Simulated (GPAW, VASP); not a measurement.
# TiSi2: 5 runs at one level of theory

```
CELL_PARAMETERS angstrom
0.00000 4.11752 4.26290
2.38951 0.00000 4.26290
2.38951 4.11752 0.00000
ATOMIC_POSITIONS crystal
Ti 0.75000 0.75000 0.75000
Ti 0.50000 0.50000 0.50000
Si 0.41257 0.08743 0.41257
Si 0.08743 0.41257 0.08743
Si 0.16257 0.83743 0.16257
Si 0.83743 0.16257 0.83743
```

The cell is a database's computed one, not the measured one.

Alike in all runs: task band structure; functional PBE; k mesh 5 × 5 × 5; occupations fermi-dirac, width 0.05 eV; no spin polarisation; no spin-orbit coupling. Pressure is positive in compression and, in plane waves, holds the error of the finite cutoff.

```csv
program and potentials,plane-wave cutoff (eV),notes,band gap (eV),pressure (GPa)
"GPAW, GPAW PAW data sets (gpaw-data 1.2.1)",600,6.67 valence electrons an atom on average,no gap,2.44
"VASP, PBE PAW files Si, Ti_sv, release 54, 600 eV",600,6.67 valence electrons an atom on average,no gap,2.08
"VASP, PBE PAW files Si_GW, Ti_sv_GW, 600 eV",600,6.67 valence electrons an atom on average,no gap,1.63
"VASP, PBE PAW files Si, Ti, release 54, 600 eV",600,4 valence electrons an atom on average,no gap,1.91
"VASP, PBE PAW files Si, Ti_pv, 600 eV",600,6 valence electrons an atom on average,no gap,2.08
```

Force on atom 5 (Si), eV/Å:

```
                           program and potentials      x       y      z
       GPAW, GPAW PAW data sets (gpaw-data 1.2.1)  0.000  -0.036  0.000
VASP, PBE PAW files Si, Ti_sv, release 54, 600 eV  0.000  -0.035  0.000
      VASP, PBE PAW files Si_GW, Ti_sv_GW, 600 eV  0.000  -0.034  0.000
   VASP, PBE PAW files Si, Ti, release 54, 600 eV  0.000  -0.031  0.000
            VASP, PBE PAW files Si, Ti_pv, 600 eV  0.000  -0.035  0.000
```

None finds a gap. The pressure spans 1.63 (VASP, PBE PAW files Si_GW, Ti_sv_GW, 600 eV) to 2.44 GPa (GPAW, GPAW PAW data sets (gpaw-data 1.2.1)).

Differences between rows come from potentials, basis sets and numerical settings, since the functional is the same but for its coding. Runs on potential files found faulty are left out.
